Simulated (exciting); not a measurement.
# Mo (Im-3m) in exciting: settings compared

Aim: see how the results for Mo move with the level of theory and the settings. Levels: LDA, PBEsol. Tasks: band structure.

Everything below comes from runs of exciting (release sodium). Logs are shortened: lines on timing, memory, paths and dates and some standing lists are left out, and cuts for length are marked.

### Step 1. The structure

The structure is cubic, space group Im-3m (No. 229). Conventional cell: a = 3.168 Å, b = 3.168 Å, c = 3.168 Å, α = 90.00°, β = 90.00°, γ = 90.00°. Mo (site symmetry m-3m) has 8 Mo at 2.74 Å as nearest neighbours.

### Step 2. Band structure, LDA

The input, input.xml:

```xml
<input>
  <title>Mo</title>
  <structure speciespath="./" tshift="false">
    <crystal scale="1">
      <basevect>-2.992965190616 2.992965190616 2.992965190616</basevect>
      <basevect>2.992965190616 -2.992965190616 2.992965190616</basevect>
      <basevect>2.992965190616 2.992965190616 -2.992965190616</basevect>
    </crystal>
    <species speciesfile="Mo.xml" rmt="2.3">
      <atom coord="0.000000000000 0.000000000000 0.000000000000"/>
    </species>
  </structure>
  <groundstate do="fromscratch" ngridk="12 12 12" rgkmax="9" gmaxvr="14" lmaxapw="10" lmaxmat="10" lmaxvr="8" xctype="LDA_PW" stype="Fermi Dirac" swidth="0.00183747" nempty="12" ValenceRelativity="iora*" epsengy="1e-05" epspot="1e-05" maxscl="60" outputlevel="normal"/>
  <properties>
    <bandstructure>
      <plot1d>
        <path steps="80">
          <point coord="0 0 0" label="G"/>
          <point coord="0.5 -0.5 0.5" label="H"/>
          <point coord="0 0 0.5" label="N"/>
          <point coord="0 0 0" label="G"/>
          <point coord="0.25 0.25 0.25" label="P"/>
          <point coord="0.5 -0.5 0.5" label="H" breakafter="true"/>
          <point coord="0.25 0.25 0.25" label="P"/>
          <point coord="0 0 0.5" label="N"/>
        </path>
      </plot1d>
    </bandstructure>
    <chargedensityplot>
      <plot3d>
        <box grid="14 14 14">
          <origin coord="0 0 0"/>
          <point coord="1 0 0"/>
          <point coord="0 1 0"/>
          <point coord="0 0 1"/>
        </box>
      </plot3d>
    </chargedensityplot>
    <elfplot>
      <plot3d>
        <box grid="14 14 14">
          <origin coord="0 0 0"/>
          <point coord="1 0 0"/>
          <point coord="0 1 0"/>
          <point coord="0 0 1"/>
        </box>
      </plot3d>
    </elfplot>
    <exccplot>
      <plot3d>
        <box grid="14 14 14">
          <origin coord="0 0 0"/>
          <point coord="1 0 0"/>
          <point coord="0 1 0"/>
          <point coord="0 0 1"/>
        </box>
      </plot3d>
    </exccplot>
  </properties>
</input>
```

Potentials or basis: all-electron LAPW+lo, shipped species files, valence relativity iora*.

On the command line:

```sh
> OMP_NUM_THREADS=1 exciting_smp
```

INFO.OUT:

```text
================================================================================
EXCITING SODIUM started
All units are atomic (Hartree, Bohr, etc.)
================================================================================

********************************************************************************
* Ground-state run starting from atomic densities                              *
********************************************************************************

++++++++++++++++++++++++++++++++++++++++++++++++++++++++++++++++++++++++++++++++
+ Starting initialization                                                      +
++++++++++++++++++++++++++++++++++++++++++++++++++++++++++++++++++++++++++++++++

 Lattice vectors (cartesian) :
     -2.9929651906      2.9929651906      2.9929651906
      2.9929651906     -2.9929651906      2.9929651906
      2.9929651906      2.9929651906     -2.9929651906

 Reciprocal lattice vectors (cartesian) :
     -0.0000000000      1.0496589347      1.0496589347
      1.0496589347     -0.0000000000      1.0496589347
      1.0496589347      1.0496589347     -0.0000000000

 Unit cell volume                           :     107.2420207815
 Brillouin zone volume                      :       2.3129945858

 Species :    1 (Mo)
     parameters loaded from                 :    Mo.xml
     name                                   :    molybdenum
     nuclear charge                         :     -42.00000000
     electronic charge                      :      42.00000000
     atomic mass                            :  174887.92120000
     muffin-tin radius                      :       2.30000000
     # of radial points in muffin-tin       :     400

     atomic positions (lattice) :
       1 :   0.00000000  0.00000000  0.00000000

 Total number of atoms per unit cell        :       1

 Spin treatment                             :    spin-unpolarised

 Number of Bravais lattice symmetries       :      48
 Number of crystal symmetries               :      48

 k-point grid                               :      12   12   12
 Total number of k-points                   :      72
 k-point set is reduced with crystal symmetries

 R^MT_min * |G+k|_max (rgkmax)              :       9.00000000
 Species with R^MT_min                      :       1 (Mo)
 Maximum |G+k| for APW functions            :       3.91304348
 Maximum |G| for potential and density      :      14.00000000

 G-vector grid sizes                        :      24    24    24
 Total number of G-vectors                  :    4921

 Maximum angular momentum used for
     APW functions                          :      10
     computing H and O matrix elements      :      10
     potential and density                  :       8
     inner part of muffin-tin               :       2

 Total nuclear charge                       :     -42.00000000
 Total electronic charge                    :      42.00000000
 Total core charge                          :      28.00000000
 Total valence charge                       :      14.00000000

 Number of empty states                     :      12
 Total number of valence states             :      20

 Maximum Hamiltonian size                   :     129
 Maximum number of plane-waves              :     116
 Total number of local-orbitals             :      13

 Exchange-correlation type                  :       3
     Perdew-Wang, Phys. Rev. B 45, 13244 (1992)

 Smearing scheme                            :    Fermi-Dirac
 Smearing width                             :       0.00183747

 Using multisecant Broyden potential mixing

++++++++++++++++++++++++++++++++++++++++++++++++++++++++++++++++++++++++++++++++
+ Ending initialization                                                        +
++++++++++++++++++++++++++++++++++++++++++++++++++++++++++++++++++++++++++++++++

********************************************************************************
* Groundstate module started                                                   *
********************************************************************************
 Output level for this task is set to normal

++++++++++++++++++++++++++++++++++++++++++++++++++++++++++++++++++++++++++++++++
+ Self-consistent loop started                                                 +
++++++++++++++++++++++++++++++++++++++++++++++++++++++++++++++++++++++++++++++++
 Density and potential initialised from atomic data

++++++++++++++++++++++++++++++++++++++++++++++++++++++++++++++++++++++++++++++++
+ SCF iteration number :    1                                                  +
++++++++++++++++++++++++++++++++++++++++++++++++++++++++++++++++++++++++++++++++
 Total energy                               :     -4036.60774409
 _______________________________________________________________
 Fermi energy                               :         0.51958452
 Kinetic energy                             :      4197.93101132
 Coulomb energy                             :     -8115.08430748
 Exchange energy                            :      -115.54998967
 Correlation energy                         :        -3.90445826

 DOS at Fermi energy (states/Ha/cell)       :        15.60878754

 Electron charges :
     core                                   :        28.00000000
     core leakage                           :         0.00000364
     valence                                :        14.00000000
     interstitial                           :         2.62114406
     charge in muffin-tin spheres :
                  atom     1    Mo          :        39.37885594
     total charge in muffin-tins            :        39.37885594
     total charge                           :        42.00000000

++++++++++++++++++++++++++++++++++++++++++++++++++++++++++++++++++++++++++++++++
+ SCF iteration number :    2                                                  +
++++++++++++++++++++++++++++++++++++++++++++++++++++++++++++++++++++++++++++++++
 Total energy                               :     -4041.51086058
 _______________________________________________________________
 Fermi energy                               :         0.50847976
 Kinetic energy                             :      4195.17009420
 Coulomb energy                             :     -8117.10472726
 Exchange energy                            :      -115.66851019
 Correlation energy                         :        -3.90771734
[... 206 lines left out ...]
++++++++++++++++++++++++++++++++++++++++++++++++++++++++++++++++++++++++++++++++
+ SCF iteration number :   10                                                  +
++++++++++++++++++++++++++++++++++++++++++++++++++++++++++++++++++++++++++++++++
 Total energy                               :     -4045.43423263
 _______________________________________________________________
 Fermi energy                               :         0.49613499
 Kinetic energy                             :      4192.66038568
 Coulomb energy                             :     -8118.41345791
 Exchange energy                            :      -115.77019572
 Correlation energy                         :        -3.91096467

 DOS at Fermi energy (states/Ha/cell)       :         8.17280999

 Electron charges :
     core                                   :        28.00000000
     core leakage                           :         0.00000341
     valence                                :        14.00000000
     interstitial                           :         2.40795675
     charge in muffin-tin spheres :
                  atom     1    Mo          :        39.59204325
     total charge in muffin-tins            :        39.59204325
     total charge                           :        42.00000000

 RMS change in effective potential (target) :  0.521706E-08  ( 0.100000E-04)
 Absolute change in total energy   (target) :  0.155200E-05  ( 0.100000E-04)
 Charge distance                   (target) :  0.297428E-08  ( 0.100000E-04)

++++++++++++++++++++++++++++++++++++++++++++++++++++++++++++++++++++++++++++++++
| Convergency criteria checked for the last 2 iterations                       +
| Convergence targets achieved. Performing final SCF iteration                 +
++++++++++++++++++++++++++++++++++++++++++++++++++++++++++++++++++++++++++++++++
 Total energy                               :     -4045.43423356
 _______________________________________________________________
 Fermi energy                               :         0.49613500
 Kinetic energy                             :      4192.66038522
 Coulomb energy                             :     -8118.41345835
 Exchange energy                            :      -115.77019576
 Correlation energy                         :        -3.91096467

 DOS at Fermi energy (states/Ha/cell)       :         8.17280920

 Electron charges :
     core                                   :        28.00000000
     core leakage                           :         0.00000341
     valence                                :        14.00000000
     interstitial                           :         2.40795671
     charge in muffin-tin spheres :
                  atom     1    Mo          :        39.59204329
     total charge in muffin-tins            :        39.59204329
     total charge                           :        42.00000000

++++++++++++++++++++++++++++++++++++++++++++++++++++++++++++++++++++++++++++++++
+ Self-consistent loop stopped                                                 +
++++++++++++++++++++++++++++++++++++++++++++++++++++++++++++++++++++++++++++++++
 STATE.OUT is written

********************************************************************************
* Groundstate module stopped                                                   *
********************************************************************************

--------------------------------------------------------------------------------
- CAUTION! Warnings have been written in file WARNING.OUT !                    -
--------------------------------------------------------------------------------
================================================================================
| EXCITING SODIUM stopped                                                      =
================================================================================
```

It took 27 s on 1 thread of Arm Neoverse V2, shared host; peak memory 0.09 GiB.

What came out:

* Free energy: -110081.8759 eV
* Band gap on the k mesh: none (metal or under the smearing width)
* All electrons inside the program's atomic spheres: Mo 39.59 (radii Mo 2.3 bohr)

Levels at the corners of the path, in eV from the Fermi level:
```tsv
point	band 4	band 5	band 6	band 7	band 8	band 9	band 10	band 11
Γ	-34.43	-7.14	-1.29	-1.29	-1.29	1.65	1.65	14.80
H	-35.36	-5.28	-5.28	3.97	3.97	3.97	8.99	8.99
N	-34.44	-5.18	-3.28	1.66	1.67	2.28	4.72	11.46
Γ	-34.43	-7.14	-1.29	-1.29	-1.29	1.65	1.65	14.80
P	-35.11	-2.52	-2.52	-2.52	2.40	2.40	9.31	11.55
H	-35.36	-5.28	-5.28	3.97	3.97	3.97	8.99	8.99
P	-35.11	-2.52	-2.52	-2.52	2.40	2.40	9.31	11.55
N	-34.44	-5.18	-3.28	1.66	1.67	2.28	4.72	11.46
```

Caveat: the log's total energy holds no entropy term; the free energy is that total less TS from the occupations.

### Step 3. Band structure, LDA, spin-orbit coupling, no magnetisation

The input, input.xml:

```xml
<input>
  <title>Mo</title>
  <structure speciespath="./" tshift="false">
    <crystal scale="1">
      <basevect>-2.992965190616 2.992965190616 2.992965190616</basevect>
      <basevect>2.992965190616 -2.992965190616 2.992965190616</basevect>
      <basevect>2.992965190616 2.992965190616 -2.992965190616</basevect>
    </crystal>
    <species speciesfile="Mo.xml" rmt="2.3">
      <atom coord="0.000000000000 0.000000000000 0.000000000000"/>
    </species>
  </structure>
  <groundstate do="fromscratch" ngridk="9 9 9" rgkmax="9" gmaxvr="14" lmaxapw="10" lmaxmat="10" lmaxvr="8" xctype="LDA_PW" stype="Fermi Dirac" swidth="0.00183747" nempty="20" ValenceRelativity="iora*" epsengy="1e-05" epspot="1e-05" maxscl="60" outputlevel="normal">
    <spin spinorb="true"/>
  </groundstate>
  <properties>
    <bandstructure>
      <plot1d>
        <path steps="80">
          <point coord="0 0 0" label="G"/>
          <point coord="0.5 -0.5 0.5" label="H"/>
          <point coord="0 0 0.5" label="N"/>
          <point coord="0 0 0" label="G"/>
          <point coord="0.25 0.25 0.25" label="P"/>
          <point coord="0.5 -0.5 0.5" label="H" breakafter="true"/>
          <point coord="0.25 0.25 0.25" label="P"/>
          <point coord="0 0 0.5" label="N"/>
        </path>
      </plot1d>
    </bandstructure>
    <dos nwdos="300" winddos="-0.6 0.5" inttype="tetra" ngrdos="100" nsmdos="0"/>
  </properties>
</input>
```

Potentials or basis: all-electron LAPW+lo, shipped species files, valence relativity iora*.

On the command line:

```sh
> OMP_NUM_THREADS=1 exciting_smp
```

Wall time 52 s (1 thread of Arm Neoverse V2, shared host); peak memory 0.12 GiB.

The run converged. Its results:

| Property | Result |
| --- | --- |
| Band gap on the k mesh | none (metal or under the smearing width) |
| All electrons inside the program's atomic spheres | Mo 39.59 (radii Mo 2.3 bohr) |

Levels at the corners of the path, in eV from the Fermi level:
| point | band 11 | band 12 | band 13 | band 14 | band 15 | band 16 | band 17 | band 18 |
| --- | --- | --- | --- | --- | --- | --- | --- | --- |
| Γ | -1.36 | -1.36 | -1.36 | -1.36 | -1.22 | -1.22 | 1.63 | 1.63 |
| H | -5.30 | -5.30 | 3.88 | 3.88 | 3.88 | 3.88 | 4.08 | 4.08 |
| N | -3.31 | -3.31 | 1.65 | 1.65 | 1.65 | 1.65 | 2.26 | 2.26 |
| Γ | -1.36 | -1.36 | -1.36 | -1.36 | -1.22 | -1.22 | 1.63 | 1.63 |
| P | -2.50 | -2.50 | -2.50 | -2.50 | 2.38 | 2.38 | 2.38 | 2.38 |
| H | -5.30 | -5.30 | 3.88 | 3.88 | 3.88 | 3.88 | 4.08 | 4.08 |
| P | -2.50 | -2.50 | -2.50 | -2.50 | 2.38 | 2.38 | 2.38 | 2.38 |
| N | -3.31 | -3.31 | 1.65 | 1.65 | 1.65 | 1.65 | 2.26 | 2.26 |

States per cell in windows of 0.5 eV (zero at the Fermi level; states under -8 eV left out):
```
from (eV)  total
     -8.0   0.00
     -7.5   0.00
     -7.0   0.02
     -6.5   0.04
     -6.0   0.06
     -5.5   0.15
     -5.0   0.52
     -4.5   0.74
     -4.0   0.59
     -3.5   0.57
     -3.0   0.95
     -2.5   0.40
     -2.0   0.90
     -1.5   0.53
     -1.0   0.27
     -0.5   0.26
      0.0   0.39
      0.5   0.60
      1.0   0.69
      1.5   0.77
      2.0   0.98
      2.5   0.48
      3.0   0.37
      3.5   0.32
      4.0   0.17
      4.5   0.15
      5.0   0.14
      5.5   0.14
      6.0   0.13
      6.5   0.13
      7.0   0.12
      7.5   0.12
```

Caveat: total energies with spin-orbit coupling aren't reliable in this program, so none is listed and the log's shouldn't be used.

(Continued in part 2 of 2.)
